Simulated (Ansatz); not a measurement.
Runs of Ansatz 0.2.0 on ZrS. It takes space group Fm-3m (No. 225, cubic). The conventional cell has a = 5.250 Å, b = 5.250 Å, c = 5.250 Å, α = 90.00°, β = 90.00°, γ = 90.00°. Zr (site symmetry m-3m) is surrounded by 6 S at 2.62 Å. S (site symmetry m-3m) has 6 Zr at 2.62 Å as nearest neighbours. 

```tsv
level	cutoff (eV)	points for each segment of the path	gap on the mesh (eV)	pressure (GPa)
PBEsol	420	14	none	-7.0
HSE06	420	4	none	-5.4
r2SCAN	500	14	none	(a)
LDA	420	14	none	-9.6
```

Alike in all rows: task band structure; potentials or basis Ansatz PAW; no spin polarisation; cell as given; k mesh 5 × 5 × 5; smearing fermi-dirac 0.05 eV; the mesh is coarse, so values aren't converged.

Question: Estimate the missing entries.

Answer: (a) -2.5.

Caveats: all runs use coarse meshes; the PAW data sets come from PBE, with cores solved anew for the run's functional, which leaves a small shift of forces and pressure; the thresholds are loose for stress (some runs).

A k mesh can miss the band edges, and the runs leave out spin-orbit coupling on Zr.

A gap of «none» marks a metal or a gap under the smearing width.
